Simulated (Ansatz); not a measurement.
The system is ZrH2.

```xyz
3
Lattice="0.0000 2.4092 2.4092 2.4092 0.0000 2.4092 2.4092 2.4092 0.0000" Properties=species:S:1:pos:R:3 pbc="T T T"
Zr    0.0000    0.0000    0.0000
H     1.2046    1.2046    1.2046
H     3.6138    3.6138    3.6138
```

The cell is a database's computed one.

Base run:

```yaml
Program: Ansatz 0.2.0
Functional: PBEsol
Potentials_or_basis: all-electron LAPW, scalar-relativistic
Cutoff: 225 eV
Density_cutoff: 899 eV
Basis_error_allowed: 0.002 eV/atom
k_mesh: 10 × 10 × 10
Occupations: fermi-dirac, width 0.05 eV
Spin: no spin polarisation
```

Its results: pressure -4.6 GPa.

Question: The run is repeated on the same cell with these changes: functional from PBEsol to LDA. What comes out?

Answer: Pressure -7.0 GPa.

LDA binds more tightly than PBEsol, so the same cell stands under less pressure.

Not every run made on this cell is shown here.
